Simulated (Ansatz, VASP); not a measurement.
**CuO (Tenorite): VASP beside Ansatz**

Contents of INCAR:

```
SYSTEM = CuO
ALGO = Fast
EDIFF = 1E-8
ENCUT = 520
GGA = PE
ISIF = 2
ISMEAR = 0
LASPH = .True.
LCHARG = .False.
LEFG = .True.
LREAL = .False.
LWAVE = .False.
NELM = 80
PREC = Accurate
SIGMA = 0.02
```

KPOINTS

```
k-points
0
Gamma
  10 10 5
  0 0 0
```

POSCAR

```
CuO
1.0
    2.3418500000     -1.7113000000      0.0000000000
    2.3418500000      1.7113000000      0.0000000000
   -0.8500274268      0.0000000000      5.0578693947
Cu O
2 2
Direct
    0.5000000000      0.0000000000      0.5000000000
    0.0000000000      0.5000000000      0.0000000000
    0.4184000000      0.5816000000      0.7500000000
    0.5816000000      0.4184000000      0.2500000000
```

The input input.yaml:

```yaml
crystal:
  lattice:
    - [2.34185, -1.7113, 0.0]
    - [2.34185, 1.7113, 0.0]
    - [-0.8500274268, 0.0, 5.0578693947]
  atoms:
    - { symbol: Cu, position: [0.5, 0.0, 0.5] }
    - { symbol: Cu, position: [0.0, 0.5, 0.0] }
    - { symbol: O, position: [0.4184, 0.5816, 0.75] }
    - { symbol: O, position: [0.5816, 0.4184, 0.25] }
hamiltonian:
  xc: pbe
  pseudopotentials: { kind: paw }
kpoints:
  mp_grid: { grid: [10, 10, 5] }
scf:
  occupations: { method: gaussian, width: 0.02 }
output:
  forces: true
  stress: true
  eigenvalues: true
```

Alike in both runs: functional PBE; k mesh 10 × 10 × 5; occupations gaussian, width 0.02 eV; no spin polarisation.

|  | VASP | Ansatz |
| --- | --- | --- |
| version | VASP 6.6.1 | Ansatz 0.2.0 |
| potentials or method | VASP PAW PBE potentials, release 64 (Cu, O) | Ansatz PAW |
| plane-wave cutoff (eV) | 520 | 420 |
| valence electrons in the cell | 34 | 50 |
| task | electric field gradients | single point |

|  | VASP | Ansatz | Ansatz less VASP |
| --- | --- | --- | --- |
| gap on the k mesh at the Fermi level (eV) | none | none | - |
| pressure (GPa) | 6.4 | 5.7 | -0.68 |
| largest component of the traceless stress (GPa) | 1.35 | 1.29 | -0.063 |
| rms of the force components (eV/Å) | 0.089 | 0.107 | +0.0177 |

Atom by atom the forces differ by 0.018 eV/Å (rms over components). A gap of «none» marks a metal or a gap that the smearing closes. The two sets of potentials don't hold the same shells in valence.

Caveats: the run has no spin polarisation, though such a crystal can be magnetic; semilocal functionals often make such compounds metallic where correlation or magnetic order opens a gap, which also shifts bond lengths; the pressure holds a Pulay correction of +0.7 GPa for the finite cutoff (Ansatz). With open d or f shells a metallic result of PBE can be an artefact of self-interaction; +U or a hybrid may open a gap.
